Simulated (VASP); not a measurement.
# CoO (Pm-3m) in VASP: further runs

One crystal, CoO, is run at these levels: PBE+U; tasks: single point.

All numbers are computed with VASP 6.6.1; they aren't measurements. Logs are shortened: lines on timing, memory, paths and dates and some standing lists are left out, and cuts for length are marked.

## (1) The crystal as given

Symmetry: Pm-3m, No. 221, cubic system. The conventional cell has a = 2.571 Å, b = 2.571 Å, c = 2.571 Å, α = 90.00°, β = 90.00°, γ = 90.00°. Around Co (site symmetry m-3m) lie 8 O at 2.23 Å. O (site symmetry m-3m) has 8 Co at 2.23 Å as nearest neighbours.

Measurements of this composition are mostly on another form, of space group No. 225.

## (2) Single point, PBE+U, collinear spin, ferromagnetic start

Input file INCAR:

```
SYSTEM = CoO
PREC = Accurate ; ENCUT = 520
EDIFF = 1E-7 ; ISMEAR = 0
SIGMA = 0.05 ; LREAL = .False.
LASPH = .True. ; NELM = 150
ALGO = Fast ; ISIF = 2
LWAVE = .False. ; LCHARG = .True.
ISPIN = 2 ; MAGMOM = 2 0
LORBIT = 11 ; NUPDOWN = 4
LMAXMIX = 4 ; LDAU = .True.
LDAUTYPE = 2 ; LDAUL = 2 -1
LDAUU = 7 0 ; LDAUJ = 0 0
LDAUPRINT = 1 ; GGA = PE
LELF = .True. ; LVHAR = .True.
NBANDS = 18
```

Input file KPOINTS:

```
Automatic mesh
0
Gamma
  7 7 7
  0 0 0
```

Input file POSCAR:

```
CoO
1.0
    2.5705263100      0.0000000000      0.0000000000
    0.0000000000      2.5705263100      0.0000000000
    0.0000000000      0.0000000000      2.5705263100
Co O
1 1
Direct
    0.0000000000      0.0000000000      0.0000000000
    0.5000000000      0.5000000000      0.5000000000
```

Potentials or basis: VASP PAW PBE potentials, release 64 (Co, O).

The run is started by

```bash
> cat potpaw_PBE.64/Co/POTCAR potpaw_PBE.64/O/POTCAR > POTCAR
> mpirun -np 1 vasp_std > vasp.out
```

OUTCAR:

```text
SYSTEM = CoO
   PREC = Accurate
   ENCUT = 520
   EDIFF = 1E-7
   ISMEAR = 0
   LREAL = .False.
   LASPH = .True.
   NELM = 150
   ISIF = 2
   ISPIN = 2
   LORBIT = 11
   NUPDOWN = 4
   GGA = PE

 ion  position               nearest neighbor table
   1  0.000  0.000  0.000-   2 2.23   2 2.23   2 2.23   2 2.23   2 2.23   2 2.23   2 2.23   2 2.23

   2  0.500  0.500  0.500-   1 2.23   1 2.23   1 2.23   1 2.23   1 2.23   1 2.23   1 2.23   1 2.23

  LATTYP: Found a simple cubic cell.
 ALAT       =     2.5705263100

  Lattice vectors:

 A1 = (   2.5705263100,   0.0000000000,   0.0000000000)
 A2 = (   0.0000000000,   2.5705263100,   0.0000000000)
 A3 = (   0.0000000000,   0.0000000000,   2.5705263100)

Analysis of symmetry for initial positions (statically):
=====================================================================
 Subroutine PRICEL returns:
 Original cell was already a primitive cell.

 Routine SETGRP: Setting up the symmetry group for a
 simple cubic supercell.

 Subroutine GETGRP returns: Found 48 space group operations
 (whereof 48 operations were pure point group operations)
 out of a pool of 48 trial point group operations.

The static configuration has the point symmetry O_h .

Analysis of symmetry for dynamics (positions and initial velocities):
=====================================================================
 Subroutine PRICEL returns:
 Original cell was already a primitive cell.

 Routine SETGRP: Setting up the symmetry group for a
 simple cubic supercell.

 Subroutine GETGRP returns: Found 48 space group operations
 (whereof 48 operations were pure point group operations)
 out of a pool of 48 trial point group operations.

The dynamic configuration has the point symmetry O_h .

Analysis of structural, dynamic, and magnetic symmetry:
=====================================================================
 Subroutine PRICEL returns:
 Original cell was already a primitive cell.

 Routine SETGRP: Setting up the symmetry group for a
 simple cubic supercell.

 Subroutine GETGRP returns: Found 48 space group operations
 (whereof 48 operations were pure point group operations)
 out of a pool of 48 trial point group operations.

The overall configuration has the point symmetry O_h .

 Subroutine INISYM returns: Found 48 space group operations
 (whereof 48 operations are pure point group operations),
 and found     1 'primitive' translations

----------------------------------------------------------------------------------------

                                     Primitive cell

  volume of cell :      16.9850

  direct lattice vectors                    reciprocal lattice vectors
     2.570526310  0.000000000  0.000000000     0.389025390  0.000000000  0.000000000
     0.000000000  2.570526310  0.000000000     0.000000000  0.389025390  0.000000000
     0.000000000  0.000000000  2.570526310     0.000000000  0.000000000  0.389025390

  length of vectors
     2.570526310  2.570526310  2.570526310     0.389025390  0.389025390  0.389025390

  position of ions in fractional coordinates (direct lattice)
     0.000000000  0.000000000  0.000000000
     0.500000000  0.500000000  0.500000000

  ion indices of the primitive-cell ions
   primitive index   ion index
                 1           1
                 2           2

----------------------------------------------------------------------------------------

 KPOINTS: Automatic mesh

Automatic generation of k-mesh.
 Grid dimensions read from file:
 generate k-points for:    7    7    7
[... 72 lines left out ...]
   EMIN   =  10.00;   EMAX   =-10.00  energy-range for DOS
   EFERMI =   0.00;   METHOD = LEGACY
   ISMEAR =     0;   SIGMA  =   0.05  broadening in eV -4-tet -1-fermi 0-gaus
   EFERMI_NEDOS =   21; number of points for ismear=-14 and -15
   IALGO  =     68    algorithm
   IMIX   =      4    mixing-type and parameters
     AMIX     =   0.40;   BMIX     =  1.00
     AMIX_MAG =   1.60;   BMIX_MAG =  1.00
  volume/ion in A,a.u.               =       8.49        57.31
  Fermi-wavevector in a.u.,A,eV,Ry     =   1.570664  2.968124 33.565360  2.466984
  Thomas-Fermi vector in A             =   2.672363
   LORBIT       =     11    0 simple, 1 ext, 2 COOP (PROOUT), +10 PAW based schemes
 LDA+U is selected, type is set to LDAUTYPE =  2
   angular momentum for each species LDAUL =     2   -1
   U (eV)           for each species LDAUU =   7.0  0.0
   J (eV)           for each species LDAUJ =   0.0  0.0
   GGA     = PE    functional components
   LHFCALC =     F    Hartree Fock is set to
   AEXX    =    0.0000 exact exchange contribution
   IVDW    =     0    specifies the selected vdW correction
   LEPSILON=     F    determine dielectric tensor
   LRPA    =     F    only Hartree local field effects (RPA)
 spin polarized calculation
 RMM-DIIS sequential band-by-band and
 Gauss-broadening in eV      SIGMA  =   0.05
  energy-cutoff  :      520.00
  volume of cell :       16.99
 maximum number of plane-waves:       464
 NGX is ok and might be reduce to    20
   NGX =  9   NGY =  9   NGZ =  9

atom =   1  type =  1  l = 2

 onsite density matrix

spin component  1

  1.0124  0.0000 -0.0000 -0.0000 -0.0000
  0.0000  1.0124  0.0000  0.0000 -0.0000
 -0.0000  0.0000  0.9880 -0.0000  0.0000
 -0.0000  0.0000 -0.0000  1.0124  0.0000
 -0.0000 -0.0000  0.0000  0.0000  0.9880

spin component  2

  0.0591 -0.0000  0.0000  0.0000 -0.0000
 -0.0000  0.0591  0.0000 -0.0000  0.0000
  0.0000  0.0000  0.9704  0.0000  0.0000
  0.0000 -0.0000  0.0000  0.0591  0.0000
 -0.0000  0.0000  0.0000  0.0000  0.9704

 occupancies and eigenvectors

  o =  0.0591  v =  0.0000  0.0000  0.0000  0.0000  0.0000  0.3501 -0.0616 -0.0000 -0.9347 -0.0000      0.0000  0.0000  0.0000  0.0000  0.0000  0.0000  0.0000  0.0000  0.0000  0.0000
  o =  0.0591  v =  0.0000  0.0000  0.0000  0.0000  0.0000 -0.9359 -0.0637  0.0000 -0.3464 -0.0000      0.0000  0.0000  0.0000  0.0000  0.0000  0.0000  0.0000  0.0000  0.0000  0.0000
  o =  0.0591  v =  0.0000  0.0000  0.0000  0.0000  0.0000  0.0382 -0.9961  0.0000  0.0800 -0.0000      0.0000  0.0000  0.0000  0.0000  0.0000  0.0000  0.0000  0.0000  0.0000  0.0000
  o =  0.9704  v =  0.0000  0.0000  0.0000  0.0000  0.0000  0.0000 -0.0000  0.0785 -0.0000 -0.9969      0.0000  0.0000  0.0000  0.0000  0.0000  0.0000  0.0000  0.0000  0.0000  0.0000
  o =  0.9704  v =  0.0000  0.0000  0.0000  0.0000  0.0000 -0.0000 -0.0000 -0.9969  0.0000 -0.0785      0.0000  0.0000  0.0000  0.0000  0.0000  0.0000  0.0000  0.0000  0.0000  0.0000
  o =  0.9880  v =  0.0000  0.0000 -0.9998 -0.0000  0.0196  0.0000  0.0000  0.0000  0.0000  0.0000      0.0000  0.0000  0.0000  0.0000  0.0000  0.0000  0.0000  0.0000  0.0000  0.0000
  o =  0.9880  v =  0.0000  0.0000  0.0196  0.0000  0.9998  0.0000  0.0000  0.0000  0.0000  0.0000      0.0000  0.0000  0.0000  0.0000  0.0000  0.0000  0.0000  0.0000  0.0000  0.0000
  o =  1.0124  v =  0.0000 -0.0100  0.0000 -1.0000  0.0000  0.0000  0.0000  0.0000  0.0000  0.0000      0.0000  0.0000  0.0000  0.0000  0.0000  0.0000  0.0000  0.0000  0.0000  0.0000
  o =  1.0124  v =  1.0000  0.0000  0.0000  0.0000  0.0000  0.0000  0.0000  0.0000  0.0000  0.0000      0.0000  0.0000  0.0000  0.0000  0.0000  0.0000  0.0000  0.0000  0.0000  0.0000
  o =  1.0124  v =  0.0000 -1.0000 -0.0000  0.0100  0.0000  0.0000  0.0000  0.0000  0.0000  0.0000      0.0000  0.0000  0.0000  0.0000  0.0000  0.0000  0.0000  0.0000  0.0000  0.0000

 number of electron      15.0000024 magnetization       3.9999612

 Free energy of the ion-electron system (eV)
  ---------------------------------------------------
  ext. energy  EPLUGINS =         0.00000000
  ---------------------------------------------------
  free energy    TOTEN  =        -7.06182507 eV

  energy without entropy =       -7.05951867  energy(sigma->0) =       -7.06067187

 E-fermi :   7.2687     XC(G=0): -13.2719

 val. band max:       15.3470911451   @ k =   0.4286   0.4286   0.2857
 cond. band min:       7.2744547451   @ k =   0.1429   0.1429   0.0000
 fundamental gap:     -8.0726364000
 Fermi energy:        15.3487248089

 spin component 1

 k-point     1 :       0.0000    0.0000    0.0000
  band No.  band energies     occupation
      1     -11.6339      1.00000
      2       1.6924      1.00000
      3       1.6925      1.00000
      4       2.6218      1.00000
      5       2.6218      1.00000
      6       2.6220      1.00000
[... 396 lines left out ...]
      4      -0.1445      1.00000
      5       4.3508      1.00000
      6       4.3510      1.00000
[... 10 lines left out ...]
     17      45.7912      0.00000
     18      50.1333      0.00000
 Fermi energy:         7.2686676995

 spin component 2

 k-point     1 :       0.0000    0.0000    0.0000
  band No.  band energies     occupation
      1     -10.4424      1.00000
      2       3.3895      1.00000
      3       3.3910      1.00000
      4       7.5551      0.00000
      5       7.5551      0.00000
      6       7.5551      0.00000
[... 397 lines left out ...]
      5       6.2819      1.00000
      6       6.2838      1.00000
[... 10 lines left out ...]
     17      47.2267      0.00000
     18      51.3817      0.00000

------------------------ aborting loop because EDIFF is reached ----------------------------------------

  FORCE on cell =-STRESS in cart. coord.  units (eV):
  Direction    XX          YY          ZZ          XY          YZ          ZX
  --------------------------------------------------------------------------------------
  -------------------------------------------------------------------------------------
  Total        6.9263709      6.9263709      6.9263709     -0.0000000      0.0000000      0.0000000
  in kB      653.3564289    653.3564289    653.3564289     -0.0000000      0.0000000      0.0000000
  external PRESSURE =     653.3564289 kB  Pullay stress =       0.0000000 kB

 VOLUME and BASIS-vectors are now :
 -----------------------------------------------------------------------------
  energy-cutoff  :      520.00
  volume of cell :       16.99
      direct lattice vectors                 reciprocal lattice vectors
     2.570526310  0.000000000  0.000000000     0.389025390  0.000000000  0.000000000
     0.000000000  2.570526310  0.000000000     0.000000000  0.389025390  0.000000000
     0.000000000  0.000000000  2.570526310     0.000000000  0.000000000  0.389025390

 POSITION                                       TOTAL-FORCE (eV/Angst)
 -----------------------------------------------------------------------------------
      0.00000      0.00000      0.00000         0.000000      0.000000      0.000000
      1.28526      1.28526      1.28526         0.000000      0.000000      0.000000
 -----------------------------------------------------------------------------------
    total drift:                                0.000000      0.000000      0.000000

  FREE ENERGIE OF THE ION-ELECTRON SYSTEM (eV)
  ---------------------------------------------------
  free  energy   TOTEN  =        -7.0618250726 eV

  energy  without entropy=       -7.0595186698  energy(sigma->0) =       -7.06067187

 total charge

# of ion       s       p       d       tot
------------------------------------------
    1        0.480   0.407   7.104   7.991
    2        1.611   3.341   0.000   4.952
--------------------------------------------------
tot          2.092   3.749   7.104  12.944

 magnetization (x)

# of ion       s       p       d       tot
------------------------------------------
    1        0.196   0.058   2.888   3.143
    2        0.058   0.629   0.000   0.686
--------------------------------------------------
tot          0.254   0.687   2.888   3.829
```

It took 33 s on 1 thread of AMD EPYC 7R43 (Zen 3), shared host; peak memory 0.1 GiB.

Results:

* Free energy: -7.0618 eV
* Pressure: 65.3 GPa
* Net moment: 4.00 μB per cell
* Site moments: Co +3.14; O +0.69 μB
* Valence electrons inside the program's atomic spheres: Co 7.99; O 4.95

Eigenvalues of the final occupation matrices:
```
    site  spin  trace               eigenvalues
site 1 d     1   5.01  0.99 0.99 1.01 1.01 1.01
site 1 d     2   2.12  0.06 0.06 0.06 0.97 0.97
```

Caveat: the moment is held away from its start; a pressure of tens of GPa on the cell as given is suspect, and the run, the potentials or the cell itself is likely at fault; the total moment is fixed, so each spin has its own Fermi level; a cell with one magnetic atom can't hold antiferromagnetic order, which such compounds often take. The state reached can hang on the start; a lower one may exist.

## (3) Single point, PBE+U, collinear spin, ferromagnetic start

Input file INCAR:

```
SYSTEM = CoO
PREC = Accurate ; ENCUT = 520
EDIFF = 1E-6 ; ISMEAR = 0
SIGMA = 0.05 ; LREAL = .False.
LASPH = .True. ; NELM = 100
ALGO = Normal ; ISIF = 2
LWAVE = .False. ; LCHARG = .True.
ISPIN = 2 ; MAGMOM = 2 0
LORBIT = 11 ; LMAXMIX = 4
LDAU = .True. ; LDAUTYPE = 2
LDAUL = 2 -1 ; LDAUU = 6 0
LDAUJ = 0 0 ; LDAUPRINT = 1
GGA = PE ; LELF = .True.
LVHAR = .True. ; NBANDS = 18
```

Input file KPOINTS:

```
regular mesh
0
Gamma
  7 7 7
  0 0 0
```

POSCAR is that of step 2.

Potentials or basis: VASP PAW PBE potentials, release 64 (Co, O).

The run is started by

```bash
> cat potpaw_PBE.64/Co/POTCAR potpaw_PBE.64/O/POTCAR > POTCAR
> mpirun -np 1 vasp_std > vasp.out
```

OUTCAR:

```text
SYSTEM = CoO
   PREC = Accurate
   ENCUT = 520
   EDIFF = 1E-6
   ISMEAR = 0
   LREAL = .False.
   LASPH = .True.
   NELM = 100
   ISIF = 2
   ISPIN = 2
   LORBIT = 11
   GGA = PE

 ion  position               nearest neighbor table
   1  0.000  0.000  0.000-   2 2.23   2 2.23   2 2.23   2 2.23   2 2.23   2 2.23   2 2.23   2 2.23

   2  0.500  0.500  0.500-   1 2.23   1 2.23   1 2.23   1 2.23   1 2.23   1 2.23   1 2.23   1 2.23

  LATTYP: Found a simple cubic cell.
 ALAT       =     2.5705263100

  Lattice vectors:

 A1 = (   2.5705263100,   0.0000000000,   0.0000000000)
 A2 = (   0.0000000000,   2.5705263100,   0.0000000000)
 A3 = (   0.0000000000,   0.0000000000,   2.5705263100)

Analysis of symmetry for initial positions (statically):
=====================================================================
 Subroutine PRICEL returns:
 Original cell was already a primitive cell.

 Routine SETGRP: Setting up the symmetry group for a
 simple cubic supercell.

 Subroutine GETGRP returns: Found 48 space group operations
 (whereof 48 operations were pure point group operations)
 out of a pool of 48 trial point group operations.

The static configuration has the point symmetry O_h .

Analysis of symmetry for dynamics (positions and initial velocities):
=====================================================================
 Subroutine PRICEL returns:
 Original cell was already a primitive cell.

 Routine SETGRP: Setting up the symmetry group for a
 simple cubic supercell.

 Subroutine GETGRP returns: Found 48 space group operations
 (whereof 48 operations were pure point group operations)
 out of a pool of 48 trial point group operations.

The dynamic configuration has the point symmetry O_h .

Analysis of structural, dynamic, and magnetic symmetry:
=====================================================================
 Subroutine PRICEL returns:
 Original cell was already a primitive cell.

 Routine SETGRP: Setting up the symmetry group for a
 simple cubic supercell.

 Subroutine GETGRP returns: Found 48 space group operations
[... 194 lines left out ...]
  energy without entropy =      -10.65965514  energy(sigma->0) =      -10.65965514

 E-fermi :   9.0941     XC(G=0): -13.2353

 val. band max:        8.6967852675   @ k =   0.4286   0.0000   0.0000
 cond. band min:      10.6560676405   @ k =   0.0000   0.0000   0.0000
 fundamental gap:      1.9592823731
 Fermi energy:         9.0941241306

 spin component 1

 k-point     1 :       0.0000    0.0000    0.0000
  band No.  band energies     occupation
      1     -10.7767      1.00000
      2       2.2001      1.00000
      3       2.2003      1.00000
      4       3.1020      1.00000
      5       3.1020      1.00000
      6       3.1022      1.00000
[... 396 lines left out ...]
      4       0.4652      1.00000
      5       4.8189      1.00000
      6       4.8191      1.00000
[... 10 lines left out ...]
     17      44.4572      0.00000
     18      46.2867      0.00000
 Fermi energy:         9.0941241306

 spin component 2

 k-point     1 :       0.0000    0.0000    0.0000
  band No.  band energies     occupation
      1     -10.4149      1.00000
      2       3.5605      1.00000
      3       3.5616      1.00000
      4       7.6057      1.00000
      5       7.6057      1.00000
      6       7.6058      1.00000
[... 397 lines left out ...]
      5       6.5152      1.00000
      6       6.5168      1.00000
[... 10 lines left out ...]
     17      47.0249      0.00000
     18      49.7819      0.00000

------------------------ aborting loop because EDIFF is reached ----------------------------------------

  FORCE on cell =-STRESS in cart. coord.  units (eV):
  Direction    XX          YY          ZZ          XY          YZ          ZX
  --------------------------------------------------------------------------------------
  -------------------------------------------------------------------------------------
  Total        1.7963541      1.7963541      1.7963541      0.0000000      0.0000000     -0.0000000
  in kB      169.4479663    169.4479663    169.4479663      0.0000000      0.0000000     -0.0000000
  external PRESSURE =     169.4479663 kB  Pullay stress =       0.0000000 kB

 VOLUME and BASIS-vectors are now :
 -----------------------------------------------------------------------------
  energy-cutoff  :      520.00
  volume of cell :       16.99
      direct lattice vectors                 reciprocal lattice vectors
     2.570526310  0.000000000  0.000000000     0.389025390  0.000000000  0.000000000
     0.000000000  2.570526310  0.000000000     0.000000000  0.389025390  0.000000000
     0.000000000  0.000000000  2.570526310     0.000000000  0.000000000  0.389025390

 POSITION                                       TOTAL-FORCE (eV/Angst)
 -----------------------------------------------------------------------------------
      0.00000      0.00000      0.00000         0.000000      0.000000      0.000000
      1.28526      1.28526      1.28526         0.000000      0.000000      0.000000
 -----------------------------------------------------------------------------------
    total drift:                               -0.000000      0.000000      0.000000

  FREE ENERGIE OF THE ION-ELECTRON SYSTEM (eV)
  ---------------------------------------------------
  free  energy   TOTEN  =       -10.6596551439 eV

  energy  without entropy=      -10.6596551439  energy(sigma->0) =      -10.65965514

 total charge

# of ion       s       p       d       tot
------------------------------------------
    1        0.313   0.393   7.167   7.872
    2        1.566   3.459   0.000   5.025
--------------------------------------------------
tot          1.879   3.852   7.167  12.898

 magnetization (x)

# of ion       s       p       d       tot
------------------------------------------
    1        0.014   0.017   2.754   2.785
    2        0.018   0.182   0.000   0.200
--------------------------------------------------
tot          0.032   0.199   2.754   2.984
```

It took 22 s on 1 thread of AMD EPYC 7R43 (Zen 3), shared host; peak memory 0.09 GiB.

What came out:

- Free energy: -10.6597 eV
- Pressure: 16.9 GPa
- Band gap on the k mesh: 1.96 eV, indirect (least direct gap 2.94 eV)
- Net moment: 3.00 μB per cell
- Site moments: Co +2.79; O +0.20 μB
- Valence electrons inside the program's atomic spheres: Co 7.87; O 5.03

Eigenvalues of the final occupation matrices:
| site | spin | trace | eigenvalues |
| --- | --- | --- | --- |
| site 1 d | 1 | 4.98 | 0.97 0.97 1.01 1.01 1.01 |
| site 1 d | 2 | 2.22 | 0.09 0.09 0.09 0.97 0.97 |

Caveat: an odd mesh through Γ misses points on the zone boundary, where band edges often lie; a cell with one magnetic atom can't hold antiferromagnetic order, which such compounds often take. The state reached can hang on the start; a lower one may exist.

(Continued in part 2 of 2.)
